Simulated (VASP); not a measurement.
# AgCl (Chlorargyrite) (Fm-3m) in VASP: notebook

Runs on AgCl (Chlorargyrite). Level: LDA. Tasks: single point.

Program: VASP 6.6.1. These are calculated values, not measurements. Logs are shortened: lines on timing, memory, paths and dates and some standing lists are left out, and cuts for length are marked.

**Experimental background.**

A printed reference work, data compilation reports, for a bulk crystal of AgCl: band gap 3.249 eV (indirect).

How close the calculation comes is told below.

## (1) The cell of the first run

The structure is cubic, space group Fm-3m (No. 225). Conventional cell: a = 5.433 Å, b = 5.433 Å, c = 5.433 Å, α = 90.00°, β = 90.00°, γ = 90.00°. Ag (site symmetry m-3m) has 6 Cl at 2.72 Å within 3.6 Å. Within 3.6 Å of Cl (site symmetry m-3m) lie 6 Ag at 2.72 Å.

## (2) Single point, LDA

Contents of INCAR:

```
PREC = Accurate
ENCUT = 520
EDIFF = 1E-6
ISMEAR = -1
SIGMA = 0.05
LREAL = F
LASPH = T
NELM = 80
ALGO = Normal
ISIF = 2
LWAVE = F
LCHARG = T
LELF = T
LVHAR = T
NBANDS = 16
```

Contents of KPOINTS:

```
regular mesh
0
Gamma
  7 7 7
```

Contents of POSCAR:

```
AgCl
1.0
    0.0000000000      2.7166437422      2.7166437422
    2.7166437422      0.0000000000      2.7166437422
    2.7166437422      2.7166437422      0.0000000000
Ag Cl
1 1
Direct
    0.0000000000      0.0000000000      0.0000000000
    0.5000000000      0.5000000000      0.5000000000
```

Potentials or basis: VASP PAW LDA potentials, release 64 (Ag, Cl).

Started as:

```
> cat potpaw_LDA.64/Ag/POTCAR potpaw_LDA.64/Cl/POTCAR > POTCAR
> mpirun -np 1 vasp_std > vasp.out
```

OUTCAR:

```text
PREC = Accurate
   ENCUT = 520
   EDIFF = 1E-6
   ISMEAR = -1
   LREAL = F
   LASPH = T
   NELM = 80
   ISIF = 2

 ion  position               nearest neighbor table
   1  0.000  0.000  0.000-   2 2.72   2 2.72   2 2.72   2 2.72   2 2.72   2 2.72
   2  0.500  0.500  0.500-   1 2.72   1 2.72   1 2.72   1 2.72   1 2.72   1 2.72

  LATTYP: Found a face centered cubic cell.
 ALAT       =     5.4332874844

  Lattice vectors:

 A1 = (   0.0000000000,   2.7166437422,   2.7166437422)
 A2 = (   2.7166437422,   0.0000000000,   2.7166437422)
 A3 = (   2.7166437422,   2.7166437422,   0.0000000000)

Analysis of symmetry for initial positions (statically):
=====================================================================
 Subroutine PRICEL returns:
 Original cell was already a primitive cell.

 Routine SETGRP: Setting up the symmetry group for a
 face centered cubic supercell.

 Subroutine GETGRP returns: Found 48 space group operations
 (whereof 48 operations were pure point group operations)
 out of a pool of 48 trial point group operations.

The static configuration has the point symmetry O_h .

Analysis of symmetry for dynamics (positions and initial velocities):
=====================================================================
 Subroutine PRICEL returns:
 Original cell was already a primitive cell.

 Routine SETGRP: Setting up the symmetry group for a
 face centered cubic supercell.

 Subroutine GETGRP returns: Found 48 space group operations
 (whereof 48 operations were pure point group operations)
 out of a pool of 48 trial point group operations.

The dynamic configuration has the point symmetry O_h .

 Subroutine INISYM returns: Found 48 space group operations
 (whereof 48 operations are pure point group operations),
 and found     1 'primitive' translations

----------------------------------------------------------------------------------------

                                     Primitive cell

  volume of cell :      40.0985

  direct lattice vectors                    reciprocal lattice vectors
     0.000000000  2.716643742  2.716643742    -0.184050633  0.184050633  0.184050633
     2.716643742  0.000000000  2.716643742     0.184050633 -0.184050633  0.184050633
     2.716643742  2.716643742  0.000000000     0.184050633  0.184050633 -0.184050633

  length of vectors
     3.841914424  3.841914424  3.841914424     0.318785047  0.318785047  0.318785047

  position of ions in fractional coordinates (direct lattice)
     0.000000000  0.000000000  0.000000000
     0.500000000  0.500000000  0.500000000

  ion indices of the primitive-cell ions
   primitive index   ion index
                 1           1
                 2           2

----------------------------------------------------------------------------------------

 KPOINTS: regular mesh

Automatic generation of k-mesh.
 Grid dimensions read from file:
 generate k-points for:    7    7    7

 Generating k-lattice:

  Cartesian coordinates                     Fractional coordinates (reciprocal lattice)
    -0.026292948  0.026292948  0.026292948     0.142857143  0.000000000  0.000000000
     0.026292948 -0.026292948  0.026292948     0.000000000  0.142857143  0.000000000
     0.026292948  0.026292948 -0.026292948     0.000000000  0.000000000  0.142857143

  Length of vectors
     0.045540721  0.045540721  0.045540721

  Shift w.r.t. Gamma in fractional coordinates (k-lattice)
     0.000000000  0.000000000  0.000000000

 Subroutine IBZKPT returns following result:
 ===========================================

 Found     20 irreducible k-points:

 Following reciprocal coordinates:
            Coordinates               Weight
  0.000000  0.000000  0.000000      1.000000
  0.142857  0.000000  0.000000      8.000000
  0.285714  0.000000  0.000000      8.000000
  0.428571  0.000000  0.000000      8.000000
  0.142857  0.142857  0.000000      6.000000
  0.285714  0.142857  0.000000     24.000000
[... 12 lines left out ...]
 -0.428571  0.428571  0.142857     24.000000
 -0.285714  0.428571  0.142857     24.000000
   k-points           NKPTS =     20   k-points in BZ     NKDIM =     20   number of bands    NBANDS=     16
   number of dos      NEDOS =    301   number of ions     NIONS =      2
   total plane-waves  NPLWV =  27000
   dimension x,y,z NGX =    30 NGY =   30 NGZ =   30
   dimension x,y,z NGXF=    60 NGYF=   60 NGZF=   60
   ions per type =               1   1
   NGX,Y,Z   is equivalent  to a cutoff of  12.98, 12.98, 12.98 a.u.
   NGXF,Y,Z  is equivalent  to a cutoff of  25.96, 25.96, 25.96 a.u.
 SYSTEM =  unknown system
   PREC   = accura    normal or accurate (medium, high low for compatibility)
   ISTART =      0    job   : 0-new  1-cont  2-samecut
   ICHARG =      2    charge: 1-file 2-atom 10-const
   ISPIN  =      1    spin polarized calculation?
   LNONCOLLINEAR =      F non collinear calculations
   LSORBIT =      F    spin-orbit coupling
   LASPH  =      T    aspherical Exc in radial PAW
   ENCUT  =  520.0 eV  38.22 Ry    6.18 a.u.   7.14  7.14  7.14*2*pi/ulx,y,z
   NELM   =     80;   NELMIN=  2; NELMDL= -5     # of ELM steps
   EDIFF  = 0.1E-05   stopping-criterion for ELM
   LREAL  =      F    real-space projection
   EDIFFG = 0.1E-04   stopping-criterion for IOM
   NSW    =      0    number of steps for IOM
   IBRION =     -1    ionic relax: 0-MD 1-quasi-New 2-CG
   NFREE  =      0    steps in history (QN), initial steepest desc. (CG)
   ISIF   =      2    stress and relaxation
   ISYM   =      2    0-nonsym 1-usesym 2-fastsym
   POTIM  = 0.5000    time-step for ionic-motion
   TEBEG  =    0.0;   TEEND  =   0.0 temperature during run
   PSTRESS=    0.0 pullay stress
   NELECT =      18.0000    total number of electrons
   NUPDOWN=      -1.0000    fix difference up-down
   EMIN   =  10.00;   EMAX   =-10.00  energy-range for DOS
   EFERMI =   0.00;   METHOD = LEGACY
   ISMEAR =    -1;   SIGMA  =   0.05  broadening in eV -4-tet -1-fermi 0-gaus
   EFERMI_NEDOS =   21; number of points for ismear=-14 and -15
   IALGO  =     38    algorithm
   IMIX   =      4    mixing-type and parameters
     AMIX     =   0.40;   BMIX     =  1.00
     AMIX_MAG =   1.60;   BMIX_MAG =  1.00
  volume/ion in A,a.u.               =      20.05       135.30
  Fermi-wavevector in a.u.,A,eV,Ry     =   1.253496  2.368764 21.378187  1.571252
  Thomas-Fermi vector in A             =   2.387346
   LORBIT       =      0    0 simple, 1 ext, 2 COOP (PROOUT), +10 PAW based schemes
   GGA     = CA    functional components
   LHFCALC =     F    Hartree Fock is set to
   AEXX    =    0.0000 exact exchange contribution
   IVDW    =     0    specifies the selected vdW correction
   LEPSILON=     F    determine dielectric tensor
   LRPA    =     F    only Hartree local field effects (RPA)
 non-spin polarized calculation
  energy-cutoff  :      520.00
  volume of cell :       40.10
 maximum number of plane-waves:      1096
 NGX is ok and might be reduce to    30
   NGX = 15   NGY = 15   NGZ = 15

 number of electron      18.0000001 magnetization

 Free energy of the ion-electron system (eV)
  ---------------------------------------------------
  ext. energy  EPLUGINS =         0.00000000
  ---------------------------------------------------
  free energy    TOTEN  =        -6.77846120 eV

  energy without entropy =       -6.77844121  energy(sigma->0) =       -6.77845120

 E-fermi :   4.7645     XC(G=0): -10.7532

 val. band max:        4.3106757785   @ k =   0.4286   0.0000   0.0000
 cond. band min:       5.0401456257   @ k =   0.0000   0.0000   0.0000
 fundamental gap:      0.7294698472
 Fermi energy:         4.7644836699

 k-point     1 :       0.0000    0.0000    0.0000
  band No.  band energies     occupation
      1     -11.0824      2.00000
      2       1.6052      2.00000
      3       1.6052      2.00000
      4       1.6052      2.00000
      5       1.6482      2.00000
      6       1.6482      2.00000
[... 8 lines left out ...]
     15      17.7673      0.00000
     16      17.7673      0.00000

 k-point     2 :       0.1429    0.0000    0.0000
  band No.  band energies     occupation
      1     -10.9869      2.00000
      2       0.7025      2.00000
      3       0.8300      2.00000
      4       0.8300      2.00000
      5       1.6875      2.00000
      6       1.6875      2.00000
[... 8 lines left out ...]
     15      16.3462      0.00000
     16      16.9560      0.00000

 k-point     3 :       0.2857    0.0000    0.0000
  band No.  band energies     occupation
      1     -10.7584      2.00000
      2      -0.5706      2.00000
      3       0.1649      2.00000
      4       0.1649      2.00000
      5       1.8702      2.00000
      6       1.8702      2.00000
[... 8 lines left out ...]
     15      16.8197      0.00000
     16      16.9597      0.00000

 k-point     4 :       0.4286    0.0000    0.0000
  band No.  band energies     occupation
      1     -10.5591      2.00000
      2      -1.3630      2.00000
      3      -0.1865      2.00000
      4      -0.1865      2.00000
      5       2.0245      2.00000
      6       2.0245      2.00000
[... 8 lines left out ...]
     15      17.8216      0.00000
     16      17.8216      0.00000
[... 248 lines left out ...]
 k-point    18 :      -0.4286    0.2857    0.1429
  band No.  band energies     occupation
      1     -10.5128      2.00000
      2      -0.8893      2.00000
      3      -0.1454      2.00000
      4       0.0247      2.00000
      5       1.9197      2.00000
      6       2.0630      2.00000
[... 8 lines left out ...]
     15      18.2543      0.00000
     16      19.7699      0.00000

 k-point    19 :      -0.4286    0.4286    0.1429
  band No.  band energies     occupation
      1     -10.5058      2.00000
      2      -0.5113      2.00000
      3       0.0936      2.00000
      4       0.3396      2.00000
      5       1.8110      2.00000
      6       2.1070      2.00000
[... 8 lines left out ...]
     15      18.8932      0.00000
     16      19.9951      0.00000

 k-point    20 :      -0.2857    0.4286    0.1429
  band No.  band energies     occupation
      1     -10.4770      2.00000
      2      -0.4345      2.00000
      3      -0.1723      2.00000
      4       0.0126      2.00000
      5       1.9513      2.00000
      6       2.1064      2.00000
[... 8 lines left out ...]
     15      17.8127      0.00000
     16      20.1067      0.00000

------------------------ aborting loop because EDIFF is reached ----------------------------------------

  FORCE on cell =-STRESS in cart. coord.  units (eV):
  Direction    XX          YY          ZZ          XY          YZ          ZX
  --------------------------------------------------------------------------------------
  -------------------------------------------------------------------------------------
  Total       -0.6761830     -0.6761830     -0.6761830      0.0000000      0.0000000     -0.0000000
  in kB      -27.0175993    -27.0175993    -27.0175993      0.0000000      0.0000000     -0.0000000
  external PRESSURE =     -27.0175993 kB  Pullay stress =       0.0000000 kB

 VOLUME and BASIS-vectors are now :
 -----------------------------------------------------------------------------
  energy-cutoff  :      520.00
  volume of cell :       40.10
      direct lattice vectors                 reciprocal lattice vectors
     0.000000000  2.716643742  2.716643742    -0.184050633  0.184050633  0.184050633
     2.716643742  0.000000000  2.716643742     0.184050633 -0.184050633  0.184050633
     2.716643742  2.716643742  0.000000000     0.184050633  0.184050633 -0.184050633

 POSITION                                       TOTAL-FORCE (eV/Angst)
 -----------------------------------------------------------------------------------
      0.00000      0.00000      0.00000         0.000000      0.000000      0.000000
      2.71664      2.71664      2.71664         0.000000      0.000000      0.000000
 -----------------------------------------------------------------------------------
    total drift:                               -0.000000      0.000000      0.000000

  FREE ENERGIE OF THE ION-ELECTRON SYSTEM (eV)
  ---------------------------------------------------
  free  energy   TOTEN  =        -6.7784611971 eV

  energy  without entropy=       -6.7784412119  energy(sigma->0) =       -6.77845120
```

Run time: 12 s. Hardware: 1 thread of Intel Xeon Platinum 8375C at 2.90GHz (Ice Lake), shared host; peak memory 0.15 GiB.

Results:

```yaml
Free_energy: -6.7785 eV
Pressure: -2.7 GPa
Band_gap_on_the_k_mesh: 0.73 eV, indirect (least direct gap 3.21 eV)
```

Levels at points of the mesh, in eV from the valence-band top:
```
           k point  band 7  band 8  band 9  band 10  band 11  band 12
(0.00, 0.00, 0.00)   -2.48   -2.48   -2.48     0.73    10.81    10.81
```

## (3) Single point, LDA

This run uses another cell than the first one, of 20.46 Å³/atom, 1.020 times its volume.

Contents of INCAR:

```
ALGO = Normal ; EDIFF = 1E-6
ENCUT = 520 ; GGA = CA
ISIF = 2 ; ISMEAR = -1
LASPH = T ; LCHARG = F
LREAL = F ; LWAVE = F
NBANDS = 16 ; NELM = 80
PREC = Accurate ; SIGMA = 0.05
```

Contents of KPOINTS:

```
k-points
0
Gamma
  7 7 7
```

Contents of POSCAR:

```
AgCl
1.0
    0.0000000000      2.7350000000      2.7350000000
    2.7350000000      0.0000000000      2.7350000000
    2.7350000000      2.7350000000      0.0000000000
Ag Cl
1 1
Direct
    0.0000000000      0.0000000000      0.0000000000
    0.5000000000      0.5000000000      0.5000000000
```

Potentials or basis: VASP PAW LDA potentials, release 64 (Ag, Cl).

Started as:

```
> cat potpaw_LDA.64/Ag/POTCAR potpaw_LDA.64/Cl/POTCAR > POTCAR
> mpirun -np 1 vasp_std > vasp.out
```

Run time: 12 s. Hardware: 1 thread of Intel Xeon Platinum 8375C at 2.90GHz (Ice Lake), shared host; peak memory 0.15 GiB.

It converged, with:

- Free energy: -6.7623 eV
- Pressure: -3.8 GPa
- Band gap on the k mesh: 0.72 eV, indirect (least direct gap 3.12 eV)

Levels at points of the mesh, in eV from the valence-band top:
| k point | band 5 | band 6 | band 7 | band 8 | band 9 | band 10 | band 11 | band 12 | band 13 | band 14 |
| --- | --- | --- | --- | --- | --- | --- | --- | --- | --- | --- |
| (0.00, 0.00, 0.00) | -2.57 | -2.57 | -2.39 | -2.39 | -2.39 | 0.72 | 10.81 | 10.81 | 10.81 | 12.07 |

## (4) Against experiment

Step 2. Measured gap of AgCl: 3.249 eV (indirect; a printed reference work, data compilation). This calculation gives 0.73 eV (-2.52 eV). So large a miss can be the level of theory's own, or it may mean another phase, state or a wrong row. Spin-orbit coupling on Ag is left out. The value is that of LDA on a finite k mesh, which can miss the band edges, without temperature or zero-point motion. Semilocal functionals fall short of measured gaps as a rule.
